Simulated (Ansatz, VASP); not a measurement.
**One calculation of PbSe, two programs**

```
CELL_PARAMETERS angstrom
0.00000 3.09747 3.09747
3.09747 0.00000 3.09747
3.09747 3.09747 0.00000
ATOMIC_POSITIONS crystal
Pb 0.00000 0.00000 0.00000
Se 0.50000 0.50000 0.50000
```

Alike in both runs: task single point; functional PBE; dispersion D3(BJ); k mesh 10 × 10 × 10; occupations gaussian, width 0.01 eV; no spin polarisation.

```csv
,VASP,Ansatz
version,VASP 6.6.1,Ansatz 0.2.0
potentials or method,"VASP PAW PBE potentials, release 64 (Pb_d, Se)","scalar-relativistic, plane waves, PAW"
plane-wave cutoff (eV),520,420
valence electrons in the cell,20,30
```

VASP gave:

```
gap on the k mesh at the Fermi level (eV) : 0.41
least direct gap on the mesh (eV)         : 0.41
pressure (GPa)                            : -1.4
```

Q: Which values does Ansatz return?

A: gap on the k mesh at the Fermi level (eV): 0.40; least direct gap on the mesh (eV): 0.40; pressure (GPa): -1.4.

The two sets of potentials don't hold the same shells in valence.

Caveats: spin-orbit coupling is left out, which as a rule narrows the gap of such compounds by several tenths of an eV.
